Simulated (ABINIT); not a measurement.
Crystal: TiB2.

```xyz
3
Lattice="3.0292 0.0000 0.0000 -1.5146 2.6234 0.0000 0.0000 0.0000 3.2284" Properties=species:S:1:pos:R:3 pbc="T T T"
Ti    0.0000    0.0000    0.0000
B     1.5146    0.8745    1.6142
B     0.0000    1.7489    1.6142
```

Base run:

- Program: ABINIT 10.8.3 (patched build)
- Functional: PBE
- Potentials or basis: PseudoDojo NC SR PBE v0.5 stringent
- Cutoff: 1034 eV
- k mesh: 8 × 8 × 6
- Occupations: fermi-dirac, width 0.05 eV
- Spin: no spin polarisation

Its results: band gap on the k mesh none (metal or under the smearing width); pressure -0.1 GPa.

After a change of settings the same cell gave: band gap on the k mesh none (metal or under the smearing width); pressure 2.5 GPa. Which change was it?
A. potentials or basis from PseudoDojo NC SR PBE v0.5 stringent to Ansatz PAW PBE default generated set, frozen core; cutoff from 1034 eV to 381 eV
B. functional from PBE to RPBE
C. functional from PBE to PBEsol; potentials or basis from PseudoDojo NC SR PBE v0.5 stringent to PseudoDojo NC SR PBEsol v0.4 stringent

B.

RPBE binds less tightly than PBE, so the same cell stands under more pressure.

Caveats: the potentials were made for another functional, which shifts forces and pressure (some runs).

Not every run made on this cell is shown here.
